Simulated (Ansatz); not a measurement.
## TaN under changes of volume

One of the cells (10.813 Å³/atom); the others are scaled copies at fixed shape and fractional positions:

```
Ta N
1.0
     0.00000    2.21132    2.21132
     2.21132    0.00000    2.21132
     2.21132    2.21132    0.00000
Ta N
1 1
Direct
  0.50000 0.50000 0.50000
  0.00000 0.00000 0.00000
```

The cell comes from a database or a generator and needn't be the stable form of this composition.

```yaml
Program: Ansatz 0.2.0
Functional: r2SCAN
Potentials_or_basis: Ansatz PAW
Cutoff: "500 eV (not typed: the program's choice for these potentials)"
k_mesh: 10 × 10 × 10
Occupations: fermi-dirac, width 0.05 eV
Spin: no spin polarisation
```

```tsv
volume (Å³/atom)	energy over the lowest point (meV/atom)	pressure (GPa)
10.164	22.86	16.9
10.381	5.96	8.3
10.597	0.00	0.7
10.813	3.83	-6.2
11.030	16.42	-12.3
11.246	?	?
11.462	64.36	-22.7
```

Problem. What does the run at 11.246 Å³/atom give?

Solution. Energy over the lowest point 36.88 meV/atom; pressure -17.8 GPa.

Worked out: A Birch-Murnaghan fit of order 3 (a polynomial in V^(-2/3)) to the other rows has its minimum at 10.62 Å³/atom with B0 = V·E''(V) = 351 GPa and B' = 4.3. It gives 36.87 meV/atom at 11.246 Å³/atom, against the run's 36.88, and -dE/dV = -17.9 GPa, against -17.8.

Energies are extrapolated to zero smearing.

Caveats: the PAW data sets come from PBE, with cores solved anew for the run's functional, which leaves a small shift of forces and pressure.
